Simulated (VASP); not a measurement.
# Mo (Im-3m) in VASP: elastic constants with r2SCAN

Aim: the elastic constants of Mo with r2SCAN.

Everything below comes from runs of VASP 6.6.1. Logs are shortened: lines on timing, memory, paths and dates and some standing lists are left out, and cuts for length are marked.

## (1) The structure

Symmetry: Im-3m, No. 229, cubic system. The conventional cell has a = 3.168 Å, b = 3.168 Å, c = 3.168 Å, α = 90.00°, β = 90.00°, γ = 90.00°. Mo (site symmetry m-3m) has 8 Mo at 2.74 Å as nearest neighbours.

## (2) Elastic constants, r2SCAN

The input, POSCAR:

```
Mo
1.0
   -1.5838089700      1.5838089700      1.5838089700
    1.5838089700     -1.5838089700      1.5838089700
    1.5838089700      1.5838089700     -1.5838089700
Mo
1
Direct
    0.0000000000      0.0000000000      0.0000000000
```

The input, INCAR.step1:

```
ALGO = Normal ; EDIFF = 1E-8
EDIFFG = -0.002 ; ENCUT = 700
IBRION = 2 ; ISIF = 3
ISMEAR = 0 ; LASPH = T
LCHARG = F ; LMIXTAU = T
LREAL = F ; LWAVE = F
METAGGA = R2SCAN ; NELM = 100
NSW = 40 ; PREC = Accurate
SIGMA = 0.1
```

The input, INCAR.step2:

```
ALGO = Normal ; EDIFF = 1E-8
ENCUT = 700 ; IBRION = 6
ISIF = 3 ; ISMEAR = 0
LASPH = T ; LCHARG = F
LMIXTAU = T ; LREAL = F
LWAVE = F ; METAGGA = R2SCAN
NELM = 100 ; NFREE = 2
NSW = 1 ; POTIM = 0.015
PREC = Accurate ; SIGMA = 0.1
```

The input, KPOINTS:

```
k-points
0
Gamma
  22 22 22
```

Potentials or basis: VASP PAW PBE potentials, release 64 (Mo_sv).

Command:

```
$ cat potpaw_PBE.64/Mo_sv/POTCAR > POTCAR
$ cp INCAR.step1 INCAR
$ mpirun -np 1 vasp_std > vasp.out
$ cp CONTCAR POSCAR
$ cp INCAR.step2 INCAR
$ mpirun -np 1 vasp_std > vasp.out
```

OUTCAR:

```text
EDIFF = 1E-8
   ENCUT = 700
   IBRION = 6
   ISIF = 3
   ISMEAR = 0
   LASPH = T
   LREAL = F
   METAGGA = R2SCAN
   NELM = 100
   NFREE = 2
   NSW = 1
   POTIM = 0.015
   PREC = Accurate

 ion  position               nearest neighbor table
   1  0.000  0.000  0.000-

  LATTYP: Found a body centered cubic cell.
 ALAT       =     3.1553294386

  Lattice vectors:

 A1 = (  -1.5776647193,   1.5776647193,   1.5776647193)
 A2 = (   1.5776647193,  -1.5776647193,   1.5776647193)
 A3 = (   1.5776647193,   1.5776647193,  -1.5776647193)

Analysis of symmetry for initial positions (statically):
=====================================================================
 Subroutine PRICEL returns:
 Original cell was already a primitive cell.

 Routine SETGRP: Setting up the symmetry group for a
 body centered cubic supercell.

 Subroutine GETGRP returns: Found 48 space group operations
 (whereof 48 operations were pure point group operations)
 out of a pool of 48 trial point group operations.

The static configuration has the point symmetry O_h .

Analysis of symmetry for dynamics (positions and initial velocities):
=====================================================================
 Subroutine PRICEL returns:
 Original cell was already a primitive cell.

 Routine SETGRP: Setting up the symmetry group for a
 body centered cubic supercell.

 Subroutine GETGRP returns: Found 48 space group operations
 (whereof 48 operations were pure point group operations)
 out of a pool of 48 trial point group operations.

The dynamic configuration has the point symmetry O_h .

 Subroutine INISYM returns: Found 48 space group operations
 (whereof 48 operations are pure point group operations),
 and found     1 'primitive' translations

----------------------------------------------------------------------------------------

                                     Primitive cell

  volume of cell :      15.7074

  direct lattice vectors                    reciprocal lattice vectors
    -1.577664719  1.577664719  1.577664719     0.000000000  0.316924118  0.316924118
     1.577664719 -1.577664719  1.577664719     0.316924118  0.000000000  0.316924118
     1.577664719  1.577664719 -1.577664719     0.316924118  0.316924118  0.000000000

  length of vectors
     2.732595451  2.732595451  2.732595451     0.448198386  0.448198386  0.448198386

  position of ions in fractional coordinates (direct lattice)
     0.000000000  0.000000000  0.000000000

  ion indices of the primitive-cell ions
   primitive index   ion index
                 1           1

----------------------------------------------------------------------------------------

 KPOINTS: k-points

Automatic generation of k-mesh.
 Grid dimensions read from file:
 generate k-points for:   22   22   22

 Generating k-lattice:

  Cartesian coordinates                     Fractional coordinates (reciprocal lattice)
     0.000000000  0.014405642  0.014405642     0.045454545  0.000000000  0.000000000
     0.014405642  0.000000000  0.014405642     0.000000000  0.045454545  0.000000000
     0.014405642  0.014405642  0.000000000     0.000000000  0.000000000  0.045454545

  Length of vectors
     0.020372654  0.020372654  0.020372654

  Shift w.r.t. Gamma in fractional coordinates (k-lattice)
     0.000000000  0.000000000  0.000000000

 Subroutine IBZKPT returns following result:
 ===========================================

 Found    328 irreducible k-points:

 Following reciprocal coordinates:
            Coordinates               Weight
  0.000000  0.000000  0.000000      1.000000
  0.045455  0.000000  0.000000     12.000000
  0.090909  0.000000  0.000000     12.000000
  0.136364  0.000000  0.000000     12.000000
  0.181818  0.000000  0.000000     12.000000
  0.227273  0.000000  0.000000     12.000000
[... 16 lines left out ...]
  0.090909  0.090909  0.000000     24.000000
  0.136364  0.090909  0.000000     48.000000
 [... further k-points ...]
   k-points           NKPTS =    328   k-points in BZ     NKDIM =    328   number of bands    NBANDS=     11
   number of dos      NEDOS =    301   number of ions     NIONS =      1
   total plane-waves  NPLWV =  13824
[... 31 lines left out ...]
   EFERMI_NEDOS =   21; number of points for ismear=-14 and -15
   IALGO  =     38    algorithm
   IMIX   =      4    mixing-type and parameters
     AMIX     =   0.40;   BMIX     =  1.00
     AMIX_MAG =   1.60;   BMIX_MAG =  1.00
  volume/ion in A,a.u.               =      15.71       106.00
  Fermi-wavevector in a.u.,A,eV,Ry     =   1.575492  2.977248 33.772031  2.482174
  Thomas-Fermi vector in A             =   2.676467
   LORBIT       =      0    0 simple, 1 ext, 2 COOP (PROOUT), +10 PAW based schemes
   METAGGA = R2SCAN    functional components
   LHFCALC =     F    Hartree Fock is set to
   AEXX    =    0.0000 exact exchange contribution
   IVDW    =     0    specifies the selected vdW correction
   LEPSILON=     F    determine dielectric tensor
   LRPA    =     F    only Hartree local field effects (RPA)
 finite differences with symmetry
 non-spin polarized calculation
 Gauss-broadening in eV      SIGMA  =   0.10
  energy-cutoff  :      700.00
  volume of cell :       15.71
 maximum number of plane-waves:       682
   NGX = 11   NGY = 11   NGZ = 11

--------------------------------------- Ionic step        1  -------------------------------------------

 number of electron      14.0000002 magnetization

 Free energy of the ion-electron system (eV)
  ---------------------------------------------------
  ext. energy  EPLUGINS =         0.00000000
  ---------------------------------------------------
  free energy    TOTEN  =       -26.07558419 eV

  energy without entropy =      -26.07245553  energy(sigma->0) =      -26.07401986

------------------------ aborting loop because EDIFF is reached ----------------------------------------

  FORCE on cell =-STRESS in cart. coord.  units (eV):
  Direction    XX          YY          ZZ          XY          YZ          ZX
  --------------------------------------------------------------------------------------
  -------------------------------------------------------------------------------------
  Total        0.0007691      0.0007691      0.0007691      0.0000000     -0.0000000      0.0000000
  in kB        0.0784473      0.0784473      0.0784473      0.0000000     -0.0000000      0.0000000
  external PRESSURE =       0.0784473 kB  Pullay stress =       0.0000000 kB
[... 86 lines left out ...]
  FREE ENERGIE OF THE ION-ELECTRON SYSTEM (eV)
  ---------------------------------------------------
  free  energy   TOTEN  =       -26.0700986784 eV

  energy  without entropy=      -26.0670478975  energy(sigma->0) =      -26.06857329

[... ionic steps 4 to 12 ...]

--------------------------------------- Ionic step       13  -------------------------------------------

 number of electron      14.0000002 magnetization

------------------------ aborting loop because EDIFF is reached ----------------------------------------
[... 65 lines left out ...]
--------------------------------------- Ionic step       15  -------------------------------------------

 number of electron      14.0000001 magnetization

 Free energy of the ion-electron system (eV)
  ---------------------------------------------------
  ext. energy  EPLUGINS =         0.00000000
  ---------------------------------------------------
  free energy    TOTEN  =       -26.07558278 eV

  energy without entropy =      -26.07245412  energy(sigma->0) =      -26.07401845

 E-fermi :  12.4563     XC(G=0): -14.6068

 val. band max:       12.4552389035   @ k =  -0.1818   0.2273   0.0909
 cond. band min:      12.4577596139   @ k =   0.3636   0.0909   0.0455
 fundamental gap:      0.0025207104
 Fermi energy:        12.4562732426

 k-point     1 :       0.0000    0.0000    0.0000
  band No.  band energies     occupation
      1     -50.7543      2.00000
      2     -23.2377      2.00000
      3     -23.2377      2.00000
      4     -23.2377      2.00000
      5       4.8237      2.00000
      6      11.0558      2.00000
      7      11.0558      2.00000
      8      11.0558      2.00000
      9      14.3763      0.00000
     10      14.3763      0.00000
     11      27.9596      0.00000
[... 309 lines left out ...]
 k-point    24 :       0.1364    0.0909    0.0000
  band No.  band energies     occupation
      1     -50.6580      2.00000
      2     -23.7586      2.00000
      3     -23.3737      2.00000
      4     -23.2786      2.00000
      5       6.4062      2.00000
      6      10.3329      2.00000
      7      10.5447      2.00000
      8      12.8087      0.00000
      9      13.5246      0.00000
     10      14.5894      0.00000
     11      28.8992      0.00000

 [... further k-points ...]

------------------------ aborting loop because EDIFF is reached ----------------------------------------

  FORCE on cell =-STRESS in cart. coord.  units (eV):
  Direction    XX          YY          ZZ          XY          YZ          ZX
  --------------------------------------------------------------------------------------
  -------------------------------------------------------------------------------------
  Total        0.0007548      0.0007548      0.0007548      0.0000000      0.0000000     -0.0000000
  in kB        0.0769878      0.0769878      0.0769878      0.0000000      0.0000000     -0.0000000
  external PRESSURE =       0.0769878 kB  Pullay stress =       0.0000000 kB
[... 16 lines left out ...]
  FREE ENERGIE OF THE ION-ELECTRON SYSTEM (eV)
  ---------------------------------------------------
  free  energy   TOTEN  =       -26.0755827763 eV

  energy  without entropy=      -26.0724541156  energy(sigma->0) =      -26.07401845

 INTERNAL STRAIN TENSORS FROM STRAINED CELLS
 ============================================

 INTERNAL STRAIN TENSOR FOR ION    1 for displacements in x,y,z  (eV/Angst):
          X           Y           Z          XY          YZ          ZX
  --------------------------------------------------------------------------------
  x    -0.00000    -0.00000    -0.00000     0.00000    -0.00000     0.00000
  y    -0.00000     0.00000    -0.00000     0.00000    -0.00000     0.00000
  z     0.00000    -0.00000    -0.00000     0.00000    -0.00000     0.00000

 INTERNAL STRAIN TENSORS FROM DISPLACED ATOMS
 ============================================

 INTERNAL STRAIN TENSOR FOR ION    1 for displacements in x,y,z  (eV/Angst):
          X           Y           Z          XY          YZ          ZX
  --------------------------------------------------------------------------------
  x     0.00000     0.00000     0.00000     0.00000     0.00000     0.00000
  y     0.00000     0.00000     0.00000     0.00000     0.00000     0.00000
  z     0.00000     0.00000     0.00000     0.00000     0.00000     0.00000

 Eigenvectors and eigenvalues of the dynamical matrix
 ----------------------------------------------------

   1 f/i=    0.000000 THz     0.000000 2PiTHz    0.000000 cm-1     0.000000 meV
             X         Y         Z           dx          dy          dz
      0.000000  0.000000  0.000000    -0.692223   -0.721683    0.000000

   2 f/i=    0.000000 THz     0.000000 2PiTHz    0.000000 cm-1     0.000000 meV
             X         Y         Z           dx          dy          dz
      0.000000  0.000000  0.000000     0.000000    0.000000    1.000000

   3 f/i=    0.000000 THz     0.000000 2PiTHz    0.000000 cm-1     0.000000 meV
             X         Y         Z           dx          dy          dz
      0.000000  0.000000  0.000000     0.721683   -0.692223    0.000000

--------------------------------------------------------------------------------------------------------

 ELASTIC MODULI CONTR FROM IONIC RELAXATION (kBar)
 Direction    XX          YY          ZZ          XY          YZ          ZX
 --------------------------------------------------------------------------------
 XX           0.0000      0.0000      0.0000      0.0000      0.0000      0.0000
 YY           0.0000      0.0000      0.0000      0.0000      0.0000      0.0000
 ZZ           0.0000      0.0000      0.0000      0.0000      0.0000      0.0000
 XY           0.0000      0.0000      0.0000      0.0000      0.0000      0.0000
 YZ           0.0000      0.0000      0.0000      0.0000      0.0000      0.0000
 ZX           0.0000      0.0000      0.0000      0.0000      0.0000      0.0000
 --------------------------------------------------------------------------------

 TOTAL ELASTIC MODULI (kBar)
 Direction    XX          YY          ZZ          XY          YZ          ZX
 --------------------------------------------------------------------------------
 XX        4837.8382   1643.5109   1643.5109     -0.0000     -0.0000      0.0000
 YY        1643.5109   4837.8382   1643.5109      0.0000      0.0000      0.0000
 ZZ        1643.5109   1643.5109   4837.8382     -0.0000     -0.0000      0.0000
 XY          -0.0000      0.0000     -0.0000   1010.3085      0.0000      0.0000
 YZ          -0.0000      0.0000     -0.0000      0.0000   1010.3085      0.0000
 ZX           0.0000      0.0000      0.0000      0.0000      0.0000   1010.3085
 --------------------------------------------------------------------------------
```

It took 2.7 h on 1 thread of Intel Xeon Platinum 8488C (Sapphire Rapids), shared host; peak memory 1.3 GiB.

Results:

```yaml
Relaxed_volume: 15.71 Å³/atom
Relaxed_cell: a = 2.733 Å, b = 2.733 Å, c = 2.733 Å, α = 109.47°, β = 109.47°, γ = 109.47°
Space_group_after_relaxing_to_0.05_Å: Im-3m (No. 229)
Elastic_constants_C11_C12_C44: 484, 164, 101 GPa
Voigt_bulk_modulus: 271 GPa
```

The path:
```csv
step,energy change (eV),largest force (eV/Å),pressure (GPa),volume (Å³)
1,0.0000,0.0000,-3.07,15.89
2,0.0128,0.0000,9.48,15.20
3,-0.0018,0.0000,-0.03,15.71
4,-0.0018,0.0000,0.03,15.71
5,-0.0018,0.0000,-0.07,15.71
6,-0.0018,0.0000,0.01,15.71
```

Final structure:
```
Mo
1.0
    -1.57766    1.57766    1.57766
     1.57766   -1.57766    1.57766
     1.57766    1.57766   -1.57766
Mo
1
Direct
  0.00000 0.00000 0.00000
```

Elastic tensor in Voigt notation (GPa, in the Cartesian axes of the cell as first typed):
```
484 164 164   0   0   0
164 484 164   0   0   0
164 164 484   0   0   0
  0   0   0 101   0   0
  0   0   0   0 101   0
  0   0   0   0   0 101
```

Clamped-ion elastic tensor (GPa):
```
484 164 164   0   0   0
164 484 164   0   0   0
164 164 484   0   0   0
  0   0   0 101   0   0
  0   0   0   0 101   0
  0   0   0   0   0 101
```

Caveat: the PAW data sets were made with another functional, which shifts forces and pressure a little.
